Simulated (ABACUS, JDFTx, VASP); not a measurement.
## Fe: equilibrium volume by level of theory

**What was measured.** The equilibrium volume of Fe (Im-3m) is reported as 11.77 Å³/atom (pmc:2430951, doi:10.1186/1467-4866-9-5). The runs below try to reproduce it.

Symmetry: Im-3m, No. 229, cubic system. Conventional cell: a = 2.886 Å, b = 2.886 Å, c = 2.886 Å, α = 90.00°, β = 90.00°, γ = 90.00°. Fe (site symmetry m-3m) has 8 Fe at 2.50 Å as nearest neighbours.

```csv
rung,level,program and potentials,cutoff (eV),k mesh,smearing,task,equilibrium volume (Å³/atom),miss,notes
LDA,LDA,"VASP, LDA PAW files Fe, 600 eV",600,13 × 13 × 13,fermi-dirac 0.05,relaxation of cell and atoms,10.38,-11.8 %,8 valence electrons an atom on average
GGA,BLYP,"ABACUS, Ansatz NC PBE, plane waves",1225,10 × 10 × 10,fermi-dirac 0.05,relaxation of cell and atoms,11.66,-0.9 %,potentials made for PBE; 16 valence electrons an atom on average
GGA + dispersion,BLYP+D3(BJ),"VASP, PBE PAW files Fe, 600 eV",600,13 × 13 × 13,fermi-dirac 0.05,relaxation of cell and atoms,11.10,-5.7 %,potentials made for PBE; 8 valence electrons an atom on average
GGA + dispersion,BLYP+D4,"VASP, PBE PAW files Fe, 600 eV",600,13 × 13 × 13,fermi-dirac 0.05,relaxation of cell and atoms,11.24,-4.5 %,potentials made for PBE; 8 valence electrons an atom on average
GGA,PBE,"JDFTx, PseudoDojo-SR-PBE-0.5-standard",1225,8 × 8 × 8,fermi-dirac 0.05,relaxation of cell and atoms,11.60,-1.4 %,coarse mesh; 16 valence electrons an atom on average
GGA,PBE,"VASP, PBE PAW files Fe, 600 eV",600,13 × 13 × 13,fermi-dirac 0.05,relaxation of cell and atoms,11.30,-4.0 %,8 valence electrons an atom on average
GGA,PBEsol,"VASP, PBE PAW files Fe, 600 eV",600,13 × 13 × 13,fermi-dirac 0.05,relaxation of cell and atoms,10.79,-8.3 %,potentials made for PBE; 8 valence electrons an atom on average
GGA,PW91,"ABACUS, Ansatz NC PBE, plane waves",1225,10 × 10 × 10,fermi-dirac 0.05,relaxation of cell and atoms,11.19,-4.9 %,potentials made for PBE; 16 valence electrons an atom on average
GGA,RPBE,"VASP, PBE PAW files Fe, 600 eV",600,13 × 13 × 13,fermi-dirac 0.05,relaxation of cell and atoms,11.72,-0.4 %,potentials made for PBE; 8 valence electrons an atom on average
meta-GGA,r2SCAN,"VASP, PBE PAW files Fe, 520 eV",520,13 × 13 × 13,fermi-dirac 0.05,equation of state,11.75,-0.2 %,potentials made for PBE
meta-GGA,r2SCAN,"VASP, PBE PAW files Fe, 600 eV",600,13 × 13 × 13,methfessel-paxton 0.1,relaxation of cell and atoms,11.74,-0.3 %,potentials made for PBE; 8 valence electrons an atom on average
meta-GGA + dispersion,r2SCAN+rVV10,"VASP, PBE PAW files Fe, 600 eV",600,13 × 13 × 13,methfessel-paxton 0.1,relaxation of cell and atoms,11.66,-0.9 %,potentials made for PBE; 8 valence electrons an atom on average
meta-GGA,rSCAN,"VASP, PBE PAW files Fe, 600 eV",600,13 × 13 × 13,methfessel-paxton 0.1,relaxation of cell and atoms,11.70,-0.6 %,potentials made for PBE; 8 valence electrons an atom on average
```

All rows: collinear spin, ferromagnetic start. Smearing widths are in eV. For a metal such meshes aren't converged. Meshes differ between rows, which moves values too. Meshes are those of the run's cell of 1 atom unless a note names another. Relaxations start from the cell shown or near it and stop with a little pressure left. The cell shown, of 12.02 Å³ an atom, is the runs' start and not the measured value. Misses use the values as printed. Runs on faulty files, with rough fits or with known faults for this quantity aren't shown. No row holds spin-orbit coupling.

By rung: LDA 10.38; GGA 10.79 to 11.72; GGA + dispersion 11.10 to 11.24; meta-GGA 11.70 to 11.75; meta-GGA + dispersion 11.66; GGA on coarse meshes 11.60 (Å³/atom). Measured: 11.77 Å³/atom (pmc:2430951, doi:10.1186/1467-4866-9-5). Closest, coarse meshes and atomic bases left aside, is r2SCAN with VASP, PBE PAW files Fe, 520 eV (-0.2 %). The runs are for a static lattice, while measurements hold temperature and zero-point motion.

Every functional underestimates the volume of bcc iron, LDA most strongly at 10.38 Å³/atom. LDA overbinds the partly filled 3d shell. Gradient corrections weaken this bonding and favour exchange splitting, which fills antibonding majority-spin states and expands the lattice. Among the GGA runs with the same VASP settings, the volume rises from PBEsol through PBE to RPBE, as expected from their increasingly strong exchange enhancement at the relevant density gradients.

The r2SCAN volumes of 11.74 and 11.75 Å³/atom lie close to experiment, and adding rVV10 gives a slightly smaller cell, consistent with extra attraction. The larger gap between BLYP and its D3(BJ) and D4 variants can't be assigned to dispersion alone, since program and potentials change as well. The two PBE results also differ by more than the best functionals do among themselves, so a fine ranking isn't supported. Nor does a good volume establish a good description of the magnetism: r2SCAN tends to exaggerate the moment of itinerant ferromagnets, and its agreement here may partly reflect excess magnetic expansion.
